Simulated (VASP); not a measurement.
A run of VASP 6.6.1:

File INCAR:

```
SYSTEM = H6C2O
ALGO = Normal ; EDIFF = 1E-6
ENCUT = 520 ; GGA = PE
ISIF = 2 ; ISMEAR = -1
IVDW = 12 ; LASPH = .True.
LCHARG = .False. ; LREAL = Auto
LWAVE = .False. ; NBANDS = 64
NELM = 60 ; PREC = Accurate
SIGMA = 0.05
```

Contents of KPOINTS:

```
k-points
0
Gamma
  1 1 1
  0 0 0
```

POSCAR

```
H6C2O
1.0
    7.2936330000      0.0000000000      0.0000000000
    0.0000000000      7.2936330000      0.0000000000
    0.0000000000      0.0000000000      7.2936330000
C O H
8 4 24
Direct
    0.3412154135      0.8467248078      0.6384609700
    0.4461425465      1.0149811486      0.5901859882
    1.0100042050      0.4359144476      0.5758995551
    0.8232934122      0.5075385614      0.5201523027
    0.4194754521      0.6139464379      0.1186103002
    0.2435548923      0.7100850838      0.1636907149
    0.6774538834      0.1150318367      0.0720491420
    0.8774091046      0.1342266604      0.0966185165
    0.6298370099      0.9466749972      0.5592274796
    0.6961962577      0.3497571101      0.5456814183
    0.0930537635      0.6784821775      0.0470410288
    0.9787166423      0.0362507957     -0.0336457839
    0.7214100298      1.0474204008      0.6009076684
    0.3809212775      1.0971075731      0.4695328103
    0.4503242760      1.0892788272      0.7223012181
    0.1885617223      0.8720619752      0.6344300570
    0.3714061292      0.7346681688      0.5323684370
    0.3962908471      0.8022476590      0.7788985270
    0.5743913904      0.4046680166      0.5398681288
    0.7623909785      0.6226115298      0.5895964329
    0.8222239863      0.5520979737      0.3720779480
    1.1169056628      0.5497260419      0.5855929411
    1.0056031062      0.4067383155      0.7268531334
    1.0553999632      0.3185929426      0.4930601800
    0.0137654308      0.7909775554      0.0424616923
    0.1958283341      0.6721615963      0.3036072695
    0.2737593186      0.8647679421      0.1600848302
    0.5228395780      0.6649498268      0.2231124050
    0.4134839250      0.4609911138      0.1264664674
    0.4914697518      0.6623585256     -0.0128605319
    1.1067461168      0.0888994552     -0.0439013041
    0.9176771028      0.2761312504      0.0730774362
    0.9098346462      0.1045158154      0.2405385629
    0.6115607956      0.2212340544      0.1461274512
    0.6780434387      0.1431933852     -0.0755179209
    0.6090243367     -0.0186052685      0.0964539894
```

Potentials or basis: VASP PAW PBE potentials, release 64 (C, O, H).

The run is started by

```sh
$ cat potpaw_PBE.64/C/POTCAR potpaw_PBE.64/O/POTCAR potpaw_PBE.64/H/POTCAR > POTCAR
$ mpirun -np 1 vasp_gam > vasp.out
```

Hardware: 1 thread of Intel(R) Xeon(R) Platinum 8259CL CPU @ 2.50GHz (Skylake/Cascade Lake), with other jobs on the host.

**Question.** How long does it take, and how much memory?

**Answer.** It took 78 s on 1 thread of Intel(R) Xeon(R) Platinum 8259CL CPU @ 2.50GHz (Skylake/Cascade Lake), with other jobs on the host, peak memory 0.35 GiB. Counts: scf iterations 16, k points 1.
